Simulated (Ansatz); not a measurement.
Al (bcc): energy against volume

Method: DFT, PBE, plane waves (420 eV) with PAW, scalar-relativistic (Ansatz 0.2.0).

The cell is scaled uniformly from the relaxed one, with fractional coordinates and shape fixed. Energies are extrapolated to zero smearing, pressures are those at the given smearing. Magnetic state: spin not included.

A Birch-Murnaghan fit gives V₀ = 16.91 Å³/atom, B₀ = 68 GPa, B₀′ = 4.5.

Problem. What are the energy above the minimum and the pressure at 14.934 Å³/atom?

Solution. 62.2 meV/atom and 11.35 GPa as computed.

Problem. What are the energy above the minimum and the pressure at 15.613 Å³/atom?

Solution. 24.8 meV/atom and 6.63 GPa as computed.

Problem. What are the energy above the minimum and the pressure at 18.328 Å³/atom?

Solution. 21.8 meV/atom and -4.56 GPa as computed.
